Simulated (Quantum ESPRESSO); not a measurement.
Runs of Quantum ESPRESSO 7.5 on MnO2. The structure is trigonal, space group R-3m (No. 166). Conventional cell: a = 2.836 Å, b = 2.836 Å, c = 12.860 Å, α = 90.00°, β = 90.00°, γ = 120.00°. Mn (site symmetry -3m) has 6 O at 1.94 Å as nearest neighbours. Around O (site symmetry 3m) lie 3 Mn at 1.94 Å. The cell was built by a generator and needn't be a form met in nature.

| level | form of the LDA correlation | gap on the mesh (eV) | pressure (GPa) | moment (μB) | largest force (eV/Å) |
| --- | --- | --- | --- | --- | --- |
| LDA+U | PZ81 | (d) | -0.2 | 3.00 | 1.35 |
| PBEsol+U | - | 0.62 | 8.0 | 3.00 | (a) |
| RPBE+U | - | 0.61 | (b) | 3.00 | 0.60 |
| PBE+U | - | (c) | 16.0 | 3.00 | 0.73 |
| PW91+U | - | 0.61 | 15.3 | 3.00 | 0.76 |

Alike in all rows: task single point; potentials or basis PseudoDojo 0.4.1 SR PBE standard; spin collinear, ferromagnetic start; Mn d U = 7 eV; cell as given; k mesh 8 × 8 × 8; cutoff (eV) 1306; smearing gaussian 0.05 eV.

Estimate the missing entries.

(a) 1.02; (b) 21.5; (c) 0.60; (d) 0.74.

Caveats: a cell with one magnetic atom can't hold antiferromagnetic order, which such compounds often take; the potentials were made for another functional, which shifts forces and pressure (some runs).

A k mesh can miss the band edges.
